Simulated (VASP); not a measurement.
# Si (P6_3/mmc) in VASP: notebook, part 2 of 2

VASP 6.6.1. Earlier steps stand in the parts before.

### 3 Relaxation of cell and atoms, PBEsol

This run uses another cell than the first one, of 20.05 Å³/atom, 0.996 times its volume.

File INCAR:

```
PREC = Accurate
ENCUT = 600
EDIFF = 1E-7
ISMEAR = 0
SIGMA = 0.03
LREAL = False
LASPH = True
NELM = 80
ALGO = Normal
ISIF = 3
LWAVE = False
LCHARG = False
GGA = PS
IBRION = 2
NSW = 90
EDIFFG = -0.005
```

File KPOINTS:

```
Automatic mesh
0
Gamma
  9 9 4
```

File POSCAR:

```
Si                                      
1.0
    3.8266712452      0.0000000000     -0.0000000000
   -1.9133356227      3.3139945103      0.0000000000
    0.0000000000      0.0000000000      6.3256378067
  Si            
     4
Direct
     0.3333333300000021    0.6666666699999979    0.0629719524717013
     0.6666666699999979    0.3333333300000021    0.5629719524717013
     0.3333333300000021    0.6666666699999979    0.4370280475282987
     0.6666666699999979    0.3333333300000021    0.9370280475282987
```

Potentials or basis: VASP PAW PBE potentials, release 64 (Si).

On the command line:

```sh
cat potpaw_PBE.64/Si/POTCAR > POTCAR
mpirun -np 1 vasp_std > vasp.out
```

OUTCAR:

```text
PREC = Accurate
   ENCUT = 600
   EDIFF = 1E-7
   ISMEAR = 0
   LREAL = False
   LASPH = True
   NELM = 80
   ISIF = 3
   GGA = PS
   IBRION = 2
   NSW = 90
   EDIFFG = -0.005

 ion  position               nearest neighbor table
   1  0.333  0.667  0.063-   4 2.35   4 2.35   4 2.35   3 2.37
   2  0.667  0.333  0.563-   3 2.35   3 2.35   3 2.35   4 2.37
   3  0.333  0.667  0.437-   2 2.35   2 2.35   2 2.35   1 2.37
   4  0.667  0.333  0.937-   1 2.35   1 2.35   1 2.35   2 2.37

  LATTYP: Found a hexagonal cell.
 ALAT       =     3.8266712452
 C/A-ratio  =     1.6530392609
[... 564 lines left out ...]
  -------------------------------------------------------------------------------------
  Total        0.0054099      0.0054099     -0.0037640     -0.0000000      0.0000000      0.0000000
  in kB        0.1080495      0.1080495     -0.0751766     -0.0000000      0.0000000      0.0000000
  external PRESSURE =       0.0469741 kB  Pullay stress =       0.0000000 kB

 VOLUME and BASIS-vectors are now :
 -----------------------------------------------------------------------------
  energy-cutoff  :      600.00
  volume of cell :       80.22
      direct lattice vectors                 reciprocal lattice vectors
     3.826671245  0.000000000  0.000000000     0.261323729  0.150875325  0.000000000
    -1.913335623  3.313994510  0.000000000     0.000000000  0.301750651  0.000000000
     0.000000000  0.000000000  6.325637807     0.000000000  0.000000000  0.158086825

 POSITION                                       TOTAL-FORCE (eV/Angst)
 -----------------------------------------------------------------------------------
     -0.00000      2.20933      0.39834        -0.000000      0.000000      0.000542
      1.91334      1.10466      3.56116         0.000000     -0.000000      0.000542
     -0.00000      2.20933      2.76448        -0.000000      0.000000     -0.000542
      1.91334      1.10466      5.92730         0.000000     -0.000000     -0.000542
 -----------------------------------------------------------------------------------
    total drift:                               -0.000001      0.000001     -0.000000

  FREE ENERGIE OF THE ION-ELECTRON SYSTEM (eV)
  ---------------------------------------------------
  free  energy   TOTEN  =       -22.9479557292 eV

  energy  without entropy=      -22.9479557292  energy(sigma->0) =      -22.94795573

 reached required accuracy - stopping structural energy minimisation
```

OSZICAR:

```text
N       E                     dE             d eps       ncg     rms          rms(c)
DAV:   1     0.366563998472E+02    0.36656E+02   -0.68045E+03   864   0.123E+03
DAV:   2    -0.207263260329E+02   -0.57383E+02   -0.53156E+02  1208   0.151E+02
DAV:   3    -0.233504608525E+02   -0.26241E+01   -0.25885E+01  1144   0.316E+01
DAV:   4    -0.233952208285E+02   -0.44760E-01   -0.44648E-01  1060   0.504E+00
DAV:   5    -0.233962030251E+02   -0.98220E-03   -0.98180E-03  1120   0.690E-01    0.701E+00
DAV:   6    -0.230873706239E+02    0.30883E+00   -0.14605E-01   964   0.212E+00    0.421E+00
DAV:   7    -0.229467762798E+02    0.14059E+00   -0.28002E-01   952   0.300E+00    0.247E-01
DAV:   8    -0.229477579369E+02   -0.98166E-03   -0.15723E-02  1028   0.853E-01    0.986E-02
DAV:   9    -0.229478947520E+02   -0.13682E-03   -0.55062E-04  1112   0.163E-01    0.797E-02
DAV:  10    -0.229479559856E+02   -0.61234E-04   -0.11983E-04   976   0.695E-02    0.260E-02
DAV:  11    -0.229479550812E+02    0.90445E-06   -0.21685E-06  1068   0.111E-02    0.790E-03
DAV:  12    -0.229479558507E+02   -0.76953E-06   -0.78229E-07  1004   0.634E-03    0.131E-03
DAV:  13    -0.229479557371E+02    0.11358E-06   -0.47406E-08   684   0.143E-03    0.425E-04
DAV:  14    -0.229479557292E+02    0.79831E-08   -0.53965E-09   588   0.613E-04
   1 F= -.22947956E+02 E0= -.22947956E+02  d E =-.229480E+02
```

It took 17 s on 1 thread of Intel Xeon 6975P-C (Granite Rapids), shared host; peak memory 0.22 GiB.

Results:

| Quantity | Value |
| --- | --- |
| Free energy | -22.9480 eV |
| Pressure after relaxing | 0.0 GPa |
| Band gap on the k mesh | 0.33 eV, indirect (least direct gap 0.96 eV) |

Final structure:
```
CELL_PARAMETERS angstrom
3.82667 0.00000 0.00000
-1.91334 3.31399 0.00000
0.00000 0.00000 6.32564
ATOMIC_POSITIONS crystal
Si 0.33333 0.66667 0.06297
Si 0.66667 0.33333 0.56297
Si 0.33333 0.66667 0.43703
Si 0.66667 0.33333 0.93703
```

Levels at points of the mesh, in eV from the valence-band top:
```csv
k point,band 5,band 6,band 7,band 8,band 9,band 10,band 11,band 12
"(0.00, 0.00, 0.00)",-1.53,-0.36,0.00,0.00,0.96,1.95,1.95,2.29
"(0.00, 0.00, 0.50)",-0.94,-0.94,-0.94,-0.94,1.75,1.75,2.92,2.92
```

Caveat: the relaxation stopped at its first step, so nothing moved; the PAW data sets were made with another functional, which shifts forces and pressure a little; an odd mesh through Γ misses points on the zone boundary, where band edges often lie.

### 4 Relaxation of cell and atoms, PBE

File INCAR:

```
  PREC = Accurate
  ENCUT = 300
  EDIFF = 1E-6
  ISMEAR = 0
  SIGMA = 0.03
  LREAL = False
  LASPH = True
  NELM = 80
  ALGO = Normal
  ISIF = 3
  LWAVE = False
  LCHARG = False
  GGA = PE
  IBRION = 2
  NSW = 90
  EDIFFG = -0.01
```

File KPOINTS:

```
regular mesh
0
Gamma
  5 5 2
```

File POSCAR:

```
Si
1.0
    3.8313174605      0.0000000000      0.0000000000
   -1.9156587303      3.3180182508      0.0000000000
    0.0000000000      0.0000000000      6.3326220002
Si
4
Direct
    0.3333333300      0.6666666700      0.0630095000
    0.6666666700      0.3333333300      0.5630095000
    0.3333333300      0.6666666700      0.4369905000
    0.6666666700      0.3333333300      0.9369905000
```

On the command line:

```sh
cat potpaw_PBE.64/Si/POTCAR > POTCAR
mpirun -np 1 vasp_std > vasp.out
```

It took 6.7 s on 1 thread of Intel Xeon 6975P-C (Granite Rapids), shared host; peak memory 0.14 GiB.

It converged, with:

```
Free energy                            : -21.5924 eV
Relaxed volume                         : 20.44 Å³/atom
Relaxed cell                           : a = 3.857 Å, b = 3.857 Å, c = 6.347 Å, α = 90.00°, β = 90.00°, γ = 120.00°
Space group after relaxing (to 0.05 Å) : P6_3/mmc (No. 194)
Energy gained by relaxing              : 1.6 meV/atom
Ionic steps                            : 5
Pressure after relaxing                : 0.0 GPa
Band gap on the k mesh                 : 0.56 eV, indirect (least direct gap 0.95 eV)
```

The path:
```
step  energy change (eV)  largest force (eV/Å)  pressure (GPa)  volume (Å³)
   1              0.0000                0.0538            1.42        80.50
   2             -0.0036                0.0239           -0.92        82.61
   3             -0.0059                0.0357           -0.04        81.79
   4             -0.0062                0.0111           -0.01        81.76
   5             -0.0062                0.0009            0.01        81.75
```

Final structure:
```yaml
crystal:
  lattice:
    - [3.85653, 0.00000, 0.00000]
    - [-1.92826, 3.33985, 0.00000]
    - [0.00000, 0.00000, 6.34656]
  atoms:
    - { symbol: Si, position: [0.33333, 0.66667, 0.06237] }
    - { symbol: Si, position: [0.66667, 0.33333, 0.56237] }
    - { symbol: Si, position: [0.33333, 0.66667, 0.43763] }
    - { symbol: Si, position: [0.66667, 0.33333, 0.93763] }
```

Levels at points of the mesh, in eV from the valence-band top:
```
           k point  band 4  band 5  band 6  band 7  band 8  band 9  band 10  band 11  band 12
(0.00, 0.00, 0.00)   -1.51   -1.51   -0.28    0.00    0.00    0.95     2.02     2.02     2.39
(0.00, 0.00, 0.50)   -4.14   -0.92   -0.92   -0.92   -0.92    1.74     1.74     2.99     2.99
```

Caveat: the k mesh is coarse (spacing up to 0.50 Å⁻¹), so the values aren't converged; the cutoff is under 1.25 times the usual one of these potentials, so pressure, stress and relaxed cells hold a basis-set (Pulay) error; an odd mesh through Γ misses points on the zone boundary, where band edges often lie. A hybrid or GW would open this gap; PBE tends to underestimate it.
